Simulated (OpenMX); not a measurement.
Runs of OpenMX 3.8.5 on HfC. The structure is cubic, space group Fm-3m (No. 225). Conventional cell: a = 4.650 Å, b = 4.650 Å, c = 4.650 Å, α = 90.00°, β = 90.00°, γ = 90.00°. Around Hf (site symmetry m-3m) lie 6 C at 2.33 Å. Around C (site symmetry m-3m) lie 6 Hf at 2.33 Å. 

```csv
task,level,potentials or basis,spin,k mesh,SCF threshold,max SCF cycles,"grid points, held for all volumes",pressure (GPa),V0 of scaled cells (Å³/atom),B0 (GPa)
single point,PBE,"OpenMX 2013 PBE set, Hf7.0-s3p2d2f1, C6.0-s2p2d1, grid cutoff 400 Ry",off,11 × 11 × 11,1e-08 Ha,100,-,(b),-,-
band structure,PBE,"OpenMX 2013 PBE set, Hf7.0-s3p2d2, C6.0-s2p2, grid cutoff 400 Ry",off,11 × 11 × 11,1e-08 Ha,100,-,0.7,-,-
equation of state,LDA,"OpenMX 2013 LDA set, Hf7.0-s3p2d2f1, C6.0-s2p2d1, fixed grid of 32 × 32 × 32 points",off,11 × 11 × 11,1e-08 Ha,-,32 × 32 × 32,-,12.00,(a)
equation of state,PBE,"OpenMX 2013 PBE set, Hf7.0-s3p2d2, C6.0-s2p2, fixed grid of 32 × 32 × 32 points",off,11 × 11 × 11,1e-08 Ha,-,32 × 32 × 32,-,12.60,240
band structure,LDA,"OpenMX 2013 LDA set, Hf7.0-s3p2d2f1, C6.0-s2p2d1, grid cutoff 400 Ry",off,11 × 11 × 11,1e-08 Ha,100,-,(c),-,-
equation of state,PBE,"OpenMX 2013 PBE set, Hf7.0-s3p2d2f1, C6.0-s2p2d1, fixed grid of 32 × 32 × 32 points",off,11 × 11 × 11,1e-08 Ha,-,32 × 32 × 32,-,12.55,241
```

Alike in all rows: cell as given; smearing fermi-dirac 0.05 eV.

Question: Estimate the missing entries.

Answer: (a) 260; (b) -0.4; (c) -11.1.

Caveats: the basis of atomic orbitals isn't converged, which shifts pressures, moduli and gaps; volumes in these bases differ from converged ones by about 1 %, for some elements by several (some runs).

Not every run made on this cell is shown here.
